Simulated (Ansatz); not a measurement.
## How settings move the results for HfN

```
Hf N
1.0
     0.00000    2.25586    2.25586
     2.25586    0.00000    2.25586
     2.25586    2.25586    0.00000
Hf N
1 1
Direct
  0.00000 0.00000 0.00000
  0.50000 0.50000 0.50000
```

Atoms are numbered in the order listed.

Structure from Materials Project entry mp-2828 (possibly hypothetical), not relaxed further.

Spin polarisation is left out, and whether a magnetic state lies lower isn't shown here.

Spin–orbit coupling is left out, though it moves levels of the heavy atoms by tenths of an eV or more.

Theory: DFT, PBE, all-electron LAPW, scalar-relativistic (Ansatz 0.2.0).

Settings: a Γ-centred 16×16×16 k mesh, Fermi–Dirac smearing of 0.05 eV, basis error target 0.5 meV/atom, no spin polarisation. One setting is then changed at a time.

| basis error target (meV/atom) | free energy less the base's (meV/atom) | P (GPa) | cutoff chosen (eV) |
| --- | --- | --- | --- |
| 0.5 (base) | 0.0 | 6.69 | 371 |
| 3 | 0.6 | 6.70 | 302 |
| 10 | 2.5 | 6.72 | 258 |
| 30 | 8.1 | 6.79 | 220 |
| 0.1 | -0.1 | 6.69 | 438 |
